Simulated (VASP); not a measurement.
# Hf: electric field gradients, by spin-orbit coupling

Hf, P6_3/mmc (no. 194), 2 atoms in the cell.

| Spin-orbit coupling | Vzz of the first element (V/Å²) | Time (s) |
|---|---|---|
| no | 78.53 | 25 |
| yes | 79.78 | 104 |

## Input of the first row

INCAR:
```
SYSTEM = Hf
GGA = PE
PREC = Accurate
ENCUT = 350
EDIFF = 1E-7
LREAL = .FALSE.
LASPH = .TRUE.
ALGO = Normal
NELM = 120
LWAVE = .FALSE.
LCHARG = .FALSE.
ISMEAR = 1
SIGMA = 0.1
KPAR = 2
LEFG = .TRUE.
QUAD_EFG = 3365
```

KPOINTS:
```
k-points
0
Gamma
  16 16 9
```

POSCAR:
```
Hf
1.0
    3.1967000000      0.0000000000      0.0000000000
   -1.5983500000      2.7684234083      0.0000000000
    0.0000000000      0.0000000000      5.0578000000
Hf
2
Direct
    0.6666666667      0.3333333333      0.7500000000
    0.3333333333      0.6666666667      0.2500000000
```

Commands:
```
cat potpaw_PBE.64/Hf_pv/POTCAR > POTCAR
mpirun -np 2 vasp_std > vasp.out
```

Changes of the last row against the first:
```
+ LSORBIT = True
+ MAGMOM = 6*0
+ GGA_COMPAT = False
- vasp_std
+ vasp_ncl
```

VASP 6.6.1 took 25 s on 2 cores (Intel Xeon Platinum 8488C (Sapphire Rapids)), a shared host.
